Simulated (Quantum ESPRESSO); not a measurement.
# CaO in Quantum ESPRESSO: the effect of functional

Crystal: CaO.

```
Ca O
1.0
     0.00000    2.40356    2.40356
     2.40356    0.00000    2.40356
     2.40356    2.40356    0.00000
Ca O
1 1
Direct
  0.00000 0.00000 0.00000
  0.50000 0.50000 0.50000
```

The cell is a database's computed one.

Alike in all runs:

| Property | Result |
| --- | --- |
| Program | Quantum ESPRESSO 7.5 |
| Task | band structure |
| Potentials or basis | SG15 PBE 1.2 |
| Cutoff | 1197 eV |
| Density cutoff | 4789 eV |
| k mesh | 10 × 10 × 10 |
| Occupations | fermi-dirac, width 0.05 eV |
| Spin | no spin polarisation |

```tsv
functional	gap on the mesh (eV)	pressure (GPa)
LDA	3.47	-5.9
PBEsol	3.55	-2.4
PBE	?	?
RPBE	3.76	5.0
AM05	3.58	-1.3
optB88-vdW	3.69	-0.6
BLYP	3.76	4.2
```

What does the run with functional PBE give?

gap on the mesh 3.65 eV; pressure 1.5 GPa.

Caveats: the potentials were made for another functional, which shifts forces and pressure (some runs).

